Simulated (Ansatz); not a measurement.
## KI in Ansatz: convergence with n extra bands

KI:

```
CELL_PARAMETERS angstrom
0.00000 3.53277 3.53277
3.53277 0.00000 3.53277
3.53277 3.53277 0.00000
ATOMIC_POSITIONS crystal
I 0.50360 0.51251 0.48597
K 0.00690 0.99881 0.99937
```

The cell isn't the ideal one: atoms moved at random, drawn with an rms of 0.05 Å.

```yaml
Program: Ansatz 0.2.0
Task: convergence study
Functional: PBE
Potentials_or_basis: Ansatz PAW
Cutoff: "420 eV (not typed: the program's choice for these potentials)"
k_mesh: 5 × 5 × 5
Occupations: cold, width 0.1 eV
Spin: no spin polarisation
```

These are the settings of the first run; the series varies n extra bands, with any setting tied to it.

Hardware: 2 threads of Intel(R) Xeon(R) 6975P-C (Granite Rapids) (shared host).

| n extra bands | energy less the tightest run, at zero smearing (meV/atom) | SCF cycles | CPU time (s) | peak memory (GiB) |
| --- | --- | --- | --- | --- |
| 1 | 0.00 | 6 | 3.8 | 0.46 |
| 2 | 0.00 | 5 | 3.6 | 0.44 |
| 4 | 0.00 | 5 | 3.8 | 0.45 |
| 8 | 0.00 | 5 | 4.3 | 0.5 |
| 16 | 0.00 | 6 | 6 | 0.53 |
| 32 | 0.00 | 6 | 8.5 | 0.59 |

Against the tightest run, the energy stays within 1 meV/atom from 1 on. The tightest run that finished is the yardstick and may itself not be fully converged.
